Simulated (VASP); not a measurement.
# AlN (Fm-3m) in VASP: Born charges and dielectric tensor with LDA

Aim: the Born charges and dielectric tensor of AlN with LDA.

Everything below comes from runs of VASP 6.6.1. Logs are shortened: lines on timing, memory, paths and dates and some standing lists are left out, and cuts for length are marked.

**1. Starting point**

Symmetry: Fm-3m, No. 225, cubic system. Conventional cell: a = 4.014 Å, b = 4.014 Å, c = 4.014 Å, α = 90.00°, β = 90.00°, γ = 90.00°. Around Al (site symmetry m-3m) lie 6 N at 2.01 Å. N (site symmetry m-3m) has 6 Al at 2.01 Å as nearest neighbours.

Measurements of this composition are mostly on another form, of space group No. 186.

**2. Born charges and dielectric tensor, LDA**

INCAR reads:

```
SYSTEM = AlN
PREC = Accurate
ENCUT = 600
EDIFF = 1E-8
ISMEAR = 0
SIGMA = 0.02
LREAL = .FALSE.
LASPH = .TRUE.
NELM = 60
ALGO = Fast
ISIF = 2
LWAVE = .FALSE.
LCHARG = .FALSE.
LEPSILON = .TRUE.
IBRION = 8
NSW = 1
```

KPOINTS reads:

```
regular mesh
0
G
  10 10 10
  0 0 0
```

POSCAR reads:

```
AlN
1.0
    0.0000000000      2.0068500000      2.0068500000
    2.0068500000      0.0000000000      2.0068500000
    2.0068500000      2.0068500000      0.0000000000
Al N
1 1
Direct
    0.5000000000      0.5000000000      0.5000000000
    0.0000000000      0.0000000000      0.0000000000
```

Potentials or basis: VASP PAW LDA potentials, release 64 (Al, N).

Launch:

```bash
$ cat potpaw_LDA.64/Al/POTCAR potpaw_LDA.64/N/POTCAR > POTCAR
$ mpirun -np 1 vasp_std > vasp.out
```

OUTCAR:

```text
SYSTEM = AlN
   PREC = Accurate
   ENCUT = 600
   EDIFF = 1E-8
   ISMEAR = 0
   LREAL = .FALSE.
   LASPH = .TRUE.
   NELM = 60
   ISIF = 2
   LEPSILON = .TRUE.
   IBRION = 8
   NSW = 1

 ion  position               nearest neighbor table
   1  0.500  0.500  0.500-   2 2.01   2 2.01   2 2.01   2 2.01   2 2.01   2 2.01
   2  0.000  0.000  0.000-   1 2.01   1 2.01   1 2.01   1 2.01   1 2.01   1 2.01

  LATTYP: Found a face centered cubic cell.
 ALAT       =     4.0137000000

  Lattice vectors:

 A1 = (   0.0000000000,   2.0068500000,   2.0068500000)
 A2 = (   2.0068500000,   0.0000000000,   2.0068500000)
 A3 = (   2.0068500000,   2.0068500000,   0.0000000000)

Analysis of symmetry for initial positions (statically):
=====================================================================
 Subroutine PRICEL returns:
 Original cell was already a primitive cell.

 Routine SETGRP: Setting up the symmetry group for a
 face centered cubic supercell.

 Subroutine GETGRP returns: Found 48 space group operations
 (whereof 48 operations were pure point group operations)
 out of a pool of 48 trial point group operations.

The static configuration has the point symmetry O_h .

Analysis of symmetry for dynamics (positions and initial velocities):
=====================================================================
 Subroutine PRICEL returns:
 Original cell was already a primitive cell.

 Routine SETGRP: Setting up the symmetry group for a
 face centered cubic supercell.

 Subroutine GETGRP returns: Found 48 space group operations
 (whereof 48 operations were pure point group operations)
 out of a pool of 48 trial point group operations.

The dynamic configuration has the point symmetry O_h .

 Subroutine INISYM returns: Found 48 space group operations
 (whereof 48 operations are pure point group operations),
 and found     1 'primitive' translations

----------------------------------------------------------------------------------------

                                     Primitive cell

  volume of cell :      16.1650

  direct lattice vectors                    reciprocal lattice vectors
     0.000000000  2.006850000  2.006850000    -0.249146673  0.249146673  0.249146673
     2.006850000  0.000000000  2.006850000     0.249146673 -0.249146673  0.249146673
     2.006850000  2.006850000  0.000000000     0.249146673  0.249146673 -0.249146673

  length of vectors
     2.838114488  2.838114488  2.838114488     0.431534696  0.431534696  0.431534696

  position of ions in fractional coordinates (direct lattice)
     0.500000000  0.500000000  0.500000000
     0.000000000  0.000000000  0.000000000

  ion indices of the primitive-cell ions
   primitive index   ion index
                 1           1
                 2           2

----------------------------------------------------------------------------------------

 KPOINTS: regular mesh

Automatic generation of k-mesh.
 Grid dimensions read from file:
 generate k-points for:   10   10   10

 Generating k-lattice:

[... 415 lines left out ...]
  ---------------------------------------------------
  ---------------------------------------------------
  free energy    TOTEN  =        -0.19155445 eV

  energy without entropy =       -0.19155445

------------------------ aborting loop because EDIFF is reached ----------------------------------------

--------------------------------------- Ionic step        2  -------------------------------------------

------------------------ aborting loop because EDIFF is reached ----------------------------------------

--------------------------------------- Ionic step        3  -------------------------------------------

------------------------ aborting loop because EDIFF is reached ----------------------------------------

 PIEZOELECTRIC TENSOR FIELD DIRECTION 3  (e Angst)
 -----------------------------------------------------------------------------
     0.00005  0.00000 -0.00000           ( -0.00001  0.00000 -0.00000)
     0.00000  0.00005 -0.00000           (  0.00000 -0.00001  0.00000)
    -0.00000  0.00000 -0.00047           ( -0.00000  0.00000 -0.00002)

 PIEZOELECTRIC TENSOR FIELD DIRECTION 3  (C/m^2)
 -----------------------------------------------------------------------------
     0.00005  0.00000 -0.00000
     0.00000  0.00005 -0.00000
    -0.00000  0.00000 -0.00047

--------------------------------------- Ionic step        4  -------------------------------------------

------------------------ aborting loop because EDIFF is reached ----------------------------------------

[... ionic steps 5 to 6 ...]

--------------------------------------- Ionic step        7  -------------------------------------------

 Free energy of the ion-electron system (eV)
  ---------------------------------------------------
  ---------------------------------------------------
  free energy    TOTEN  =        -0.23337730 eV

  energy without entropy =       -0.23337730

------------------------ aborting loop because EDIFF is reached ----------------------------------------

 INTERNAL STRAIN TENSOR  FOR ION    2  DIRECTION 1   (eV/Angst):
 -----------------------------------------------------------------------------
    -0.02197 -0.00000  0.00000
     0.00000  0.01490  0.00000
     0.00000  0.00000  0.01490

 MACROSCOPIC STATIC DIELECTRIC TENSOR (including local field effects in DFT)
 ------------------------------------------------------
           5.038404     0.000000     0.000000
           0.000000     5.038404    -0.000000
           0.000000    -0.000000     5.038404
 ------------------------------------------------------

 PIEZOELECTRIC TENSOR (including local field effects)  for field in x, y, z        (e  Angst)
          XX          YY          ZZ          XY          YZ          ZX
  --------------------------------------------------------------------------------
  x     0.00000     0.00000     0.00000     0.00000     0.00000     0.00000
  y     0.00000     0.00000     0.00000     0.00000     0.00000     0.00000
  z     0.00000     0.00000     0.00000     0.00000     0.00000     0.00000

 PIEZOELECTRIC TENSOR (including local field effects)  for field in x, y, z        (C/m^2)
          XX          YY          ZZ          XY          YZ          ZX
  --------------------------------------------------------------------------------
  x     0.00000     0.00000     0.00000     0.00000     0.00000     0.00000
  y     0.00000     0.00000     0.00000     0.00000     0.00000     0.00000
  z     0.00000     0.00000     0.00000     0.00000     0.00000     0.00000

 BORN EFFECTIVE CHARGES (including local field effects) (in |e|, cummulative output)
 ---------------------------------------------------------------------------------
 ion    1
    1     2.93835     0.00000    -0.00000
    2    -0.00000     2.93835    -0.00000
    3     0.00000    -0.00000     2.93835
 ion    2
    1    -2.93835    -0.00000     0.00000
    2     0.00000    -2.93835     0.00000
    3    -0.00000     0.00000    -2.93835

 INTERNAL STRAIN TENSOR FOR ION    2 for displacements in x,y,z  (eV/Angst):
          X           Y           Z          XY          YZ          ZX
  --------------------------------------------------------------------------------
  x     0.00000     0.00000     0.00000     0.00000     0.00000     0.00000
  y     0.00000     0.00000     0.00000     0.00000     0.00000     0.00000
  z     0.00000     0.00000     0.00000     0.00000     0.00000     0.00000

 SECOND DERIVATIVES (NOT SYMMETRIZED)
 ------------------------------------
               1X          1Y          1Z          2X          2Y          2Z
  1X    -7.878790    0.000000    0.000000    7.878790    0.000000    0.000000
  1Y     0.000000   -7.878790    0.000000    0.000000    7.878790    0.000000
  1Z     0.000000    0.000000   -7.878790    0.000000    0.000000    7.878790
  2X     7.881390    0.000000    0.000000   -7.881390    0.000000    0.000000
  2Y     0.000000    7.881390    0.000000    0.000000   -7.881390    0.000000
  2Z     0.000000    0.000000    7.881390    0.000000    0.000000   -7.881390

 Eigenvectors and eigenvalues of the dynamical matrix
 ----------------------------------------------------

   1 f  =   14.454920 THz    90.822938 2PiTHz  482.164215 cm-1    59.780717 meV
             X         Y         Z           dx          dy          dz
      2.006850  2.006850  2.006850    -0.584434   -0.000000   -0.000000
      0.000000  0.000000  0.000000     0.811441    0.000000    0.000000
[... 21 lines left out ...]
   6 f/i=    0.001131 THz     0.007105 2PiTHz    0.037721 cm-1     0.004677 meV
             X         Y         Z           dx          dy          dz
      2.006850  2.006850  2.006850     0.048325   -0.810001    0.000000
      0.000000  0.000000  0.000000     0.034806   -0.583397    0.000000

--------------------------------------------------------------------------------------------------------

 MACROSCOPIC STATIC DIELECTRIC TENSOR IONIC CONTRIBUTION
 ------------------------------------------------------
          12.265001    -0.000000    -0.000000
          -0.000000    12.265001    -0.000000
          -0.000000    -0.000000    12.265001
 ------------------------------------------------------

 ELASTIC MODULI CONTR FROM IONIC RELAXATION (kBar)
 Direction    XX          YY          ZZ          XY          YZ          ZX
 --------------------------------------------------------------------------------
 XX           0.0000      0.0000      0.0000      0.0000      0.0000      0.0000
 YY           0.0000      0.0000      0.0000      0.0000      0.0000      0.0000
 ZZ           0.0000      0.0000      0.0000      0.0000      0.0000      0.0000
 XY           0.0000      0.0000      0.0000      0.0000      0.0000      0.0000
 YZ           0.0000      0.0000      0.0000      0.0000      0.0000      0.0000
 ZX           0.0000      0.0000      0.0000      0.0000      0.0000      0.0000
 --------------------------------------------------------------------------------

 PIEZOELECTRIC TENSOR IONIC CONTR  for field in x, y, z        (C/m^2)
          XX          YY          ZZ          XY          YZ          ZX
  --------------------------------------------------------------------------------
  x     0.00000     0.00000     0.00000     0.00000     0.00000     0.00000
  y     0.00000     0.00000     0.00000     0.00000     0.00000     0.00000
  z     0.00000     0.00000     0.00000     0.00000     0.00000     0.00000
```

Wall time 34 s (1 thread of Intel Xeon 6975P-C (Granite Rapids), shared host); peak memory 0.17 GiB.

What came out:

```
Band gap on the k mesh                                  : 4.67 eV, indirect (least direct gap 6.09 eV)
Electronic dielectric tensor (diagonal)                 : 5.04
Born charges (mean of the diagonal)                     : Al +2.94; N -2.94 e
Highest phonon frequency at Γ, LO-TO splitting left out : 482 cm⁻¹
```

Phonon frequencies in cm⁻¹ (negative: imaginary):
| q point | frequencies |
| --- | --- |
| (0.000, 0.000, 0.000) | 0 0 0 482 482 482 |

Electronic dielectric tensor:
```
5.04 0.00 0.00
0.00 5.04 0.00
0.00 0.00 5.04
```

Born effective charge tensors (e):
atom 1, Al
```
2.94 0.00 0.00
0.00 2.94 0.00
0.00 0.00 2.94
```
atom 2, N
```
-2.94  0.00  0.00
 0.00 -2.94  0.00
 0.00  0.00 -2.94
```

A k mesh can miss the band edges. Expect the measured gap to be larger: semilocal functionals such as LDA lack the derivative discontinuity.
